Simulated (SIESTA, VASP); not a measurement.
This is a calculation of Bi2Se3 (Paraguanajuatite) for SIESTA 5.4.2. 

Bi2Se3.fdf

```
SystemName                      Paraguanajuatite
SystemLabel                     Bi2Se3
NumberOfSpecies                 2
NumberOfAtoms                   5
%block ChemicalSpeciesLabel
  1  83 Bi
  2  34 Se
%endblock ChemicalSpeciesLabel

LatticeConstant                 1.0 Ang
%block LatticeVectors
     2.0715000000     1.1959810826     9.5453333333
    -2.0715000000     1.1959810826     9.5453333333
     0.0000000000    -2.3919621653     9.5453333333
%endblock LatticeVectors
AtomicCoordinatesFormat         Fractional
%block AtomicCoordinatesAndAtomicSpecies
     0.5992000000     0.5992000000     0.5992000000  1  Bi
     0.4008000000     0.4008000000     0.4008000000  1  Bi
     0.7883000000     0.7883000000     0.7883000000  2  Se
     0.2117000000     0.2117000000     0.2117000000  2  Se
     0.0000000000     0.0000000000     0.0000000000  2  Se
%endblock AtomicCoordinatesAndAtomicSpecies

%block kgrid.MonkhorstPack
    8   0   0  0.0
    0   8   0  0.0
    0   0   8  0.0
%endblock kgrid.MonkhorstPack
XC.Functional                   GGA
XC.Authors                      PBE
PAO.BasisSize                   DZP
PAO.EnergyShift                 0.003 Ry
Mesh.Cutoff                     500 Ry
OccupationFunction              FD
ElectronicTemperature           0.05 eV
MaxSCFIterations                120
SCF.MustConverge                false
SCF.Mixer.Method                Pulay
SCF.Mixer.Weight                0.25
SCF.Mixer.History               8
SCF.DM.Tolerance                5.0e-05
SCF.H.Tolerance                 1.0e-03 eV
WriteForces                     true
Charge.Mulliken                 end
Charge.Hirshfeld                end
Charge.Voronoi                  end
SaveRho                         true
SaveElectrostaticPotential      true
%block PAO.Basis
  Bi 4
  n=6 0 2
    5.784 0.000
  n=6 1 2
    8.130 0.000
  n=5 2 2
    3.882 0.000
  n=6 2 1
    8.130
  Se 4
  n=4 0 2
    5.139 0.000
  n=4 1 2
    6.735 0.000
  n=3 2 2
    2.657 0.000
  n=4 2 1
    6.735
%endblock PAO.Basis
```

Potentials or basis: PseudoDojo 0.4 standard (PBE files), converted to PSML, two zetas on semicore shells, DZP (energy shift 0.003 Ry; two zetas on semicore shells).

The run is started by

```sh
$ siesta < Bi2Se3.fdf > Bi2Se3.out 2>&1
```

Problem. Translate it to VASP 6.6.1. Potentials or basis there: PBE PAW files Bi_d, Se, 520 eV.

Solution. As run (cutoffs and basis follow the program's own potentials, and thresholds, step limits or extra output files can differ):

Contents of INCAR:

```
SYSTEM = Bi2Se3
  ALGO = Normal
  EDIFF = 1E-7
  ENCUT = 520
  GGA = PE
  ISIF = 2
  ISMEAR = -1
  LASPH = .TRUE.
  LCHARG = .FALSE.
  LREAL = .FALSE.
  LWAVE = .FALSE.
  NBANDS = 32
  NELM = 60
  PREC = Accurate
  SIGMA = 0.05
```

The input KPOINTS:

```
k-points
0
G
  8 8 8
  0 0 0
```

File POSCAR:

```
Bi2Se3
1.0
    2.0715000000      1.1959810826      9.5453333333
   -2.0715000000      1.1959810826      9.5453333333
    0.0000000000     -2.3919621653      9.5453333333
Bi Se
2 3
Direct
    0.5992000000      0.5992000000      0.5992000000
    0.4008000000      0.4008000000      0.4008000000
    0.7883000000      0.7883000000      0.7883000000
    0.2117000000      0.2117000000      0.2117000000
    0.0000000000      0.0000000000      0.0000000000
```

Potentials or basis: VASP PAW PBE potentials, release 64 (Bi_d, Se).

The run is started by

```bash
$ cat potpaw_PBE.64/Bi_d/POTCAR potpaw_PBE.64/Se/POTCAR > POTCAR
$ mpirun -np 1 vasp_std > vasp.out
```

Both were run:

|  | SIESTA | VASP |
| --- | --- | --- |
| Pressure | 4.3 GPa | 2.6 GPa |

The potentials hold 78 and 48 valence electrons a cell.

Pressure is positive in compression.
